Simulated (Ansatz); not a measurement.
# Te: convergence and cost

The task here is to estimate one member of a computed series from the others.

Program: Ansatz 0.2.0. Level of theory: DFT PBEsol, scalar-relativistic, plane waves, PAW. These are calculated values, not measurements.

### Starting point

It takes space group P3_221 (No. 154, trigonal). Conventional cell: a = 4.447 Å, b = 4.447 Å, c = 5.915 Å, α = 90.00°, β = 90.00°, γ = 120.00°. Te (site symmetry 2) has 2 Te at 2.86 Å as nearest neighbours.

As a file:

```
Te
1.0
     4.44693    0.00000    0.00000
    -2.22346    3.85115    0.00000
     0.00000    0.00000    5.91492
Te
3
Direct
  0.26900 0.00000 0.16667
  0.00000 0.26900 0.83333
  0.73100 0.73100 0.50000
```

The structure comes from the Crystallography Open Database; it is used as listed.

Set-up of the first run:

input.yaml reads:

```yaml
crystal:
  lattice:
    - [4.4469268669, 0.0, 0.0]
    - [-2.2234634334, 3.8511516355, 0.0]
    - [0.0, 0.0, 5.91492]
  atoms:
    - { symbol: Te, position: [0.269, 0.0, 0.1666666667] }
    - { symbol: Te, position: [0.0, 0.269, 0.8333333333] }
    - { symbol: Te, position: [0.731, 0.731, 0.5] }
basis:
  ecutwfc: 420
kpoints:
  mp_grid: { grid: [6, 6, 4] }
hamiltonian:
  xc: pbesol
scf:
  occupations: { method: gaussian, width: 0.1 }
output:
  forces: true
  stress: true
  eigenvalues: true
```

Among the steps run: A first look at the start; The base run, for reference; Plane-wave cutoff set to 250 eV; Plane-wave cutoff set to 300 eV; Plane-wave cutoff: 350 eV; Plane-wave cutoff set to 500 eV.

One table of the session follows, with a row left open; its other results are not shown here.

```
cutoff (eV)  ΔE (meV/atom)  pressure (GPa)  largest change of a force component (eV/Å)  gap on the mesh (eV)
        250            827           -0.96                                       0.046                 0.142
        300           58.4           -0.71                                       0.005                 0.149
        350              ?               ?                                           ?                     ?
        420           0.98           -0.73                                       0.000                 0.151
        500           0.00           -0.74                                       0.000                 0.151
```

Q: Estimate the row for cutoff (eV) = 350 from the others.

Worked estimate for «ΔE (meV/atom)». A straight line through the neighbours (300, 58.4) and (420, 0.98) gives 58.4 + (0.98 − 58.4) × (350 − 300) / (420 − 300) = 34.47; a parabola fitted to 4 rows on both sides gives -16.22.

As computed: ΔE (meV/atom): 3.08; pressure (GPa): -0.73; largest change of a force component (eV/Å): 0.000; gap on the mesh (eV): 0.151. In «ΔE (meV/atom)» the line misses by +31.39 and the parabola by -19.30. Between these rows the values bend or scatter more than so simple an estimate can follow.

Caveats from the session: Warnings in the runs' records: cutoff below recommended.
